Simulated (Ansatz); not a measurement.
Set up this calculation in Ansatz 0.2.0, as the native input.

| Item | Value |
| --- | --- |
| Task | single point |
| Functional | PBE |
| Potentials or basis | Ansatz PAW |
| Cutoff | 420 eV (not typed: the program's choice for these potentials) |
| k mesh | 7 × 7 × 9 |
| Occupations | gaussian, width 0.015 eV |
| Spin | no spin polarisation |

The system is Ti.

```xyz
3
Lattice="4.5674 0.0000 0.0000 -2.2837 3.9555 0.0000 0.0000 0.0000 2.8262" Properties=species:S:1:pos:R:3 pbc="T T T"
Ti    2.2837    1.3185    1.4131
Ti    0.0000    2.6370    1.4131
Ti    0.0000    0.0000    0.0000
```

This isn't the form of Ti at room conditions, which is hcp.

These files were run (other wordings do the same):

input.yaml

```yaml
crystal:
  lattice:
    - [4.5673748306, 0.0, 0.0]
    - [-2.2836874153, 3.9554626319, 0.0]
    - [0.0, 0.0, 2.82624427]
  atoms:
    - { symbol: Ti, position: [0.6666666667, 0.3333333333, 0.5] }
    - { symbol: Ti, position: [0.3333333333, 0.6666666667, 0.5] }
    - { symbol: Ti, position: [0.0, 0.0, 0.0] }
hamiltonian:
  xc: pbe
  pseudopotentials: { kind: paw }
kpoints:
  mp_grid: { grid: [7, 7, 9] }
scf:
  occupations: { method: gaussian, width: 0.015 }
output:
  forces: true
  stress: true
  eigenvalues: true
```

Potentials or basis: Ansatz PAW.

The run is started by

```console
$ ansatz run input.yaml --threads 2 --pin off --max-ram 5632MiB --backend cpu --events-out ev --progress --plain --runs-dir out
```

It gave:

```json
{"Pressure": "0.8 GPa", "Band gap on the k mesh": "none (metal or under the smearing width)"}
```

Run time: 1.2 s on 2 threads of Arm Neoverse V2, with other jobs on the host, peak memory 0.32 GiB.
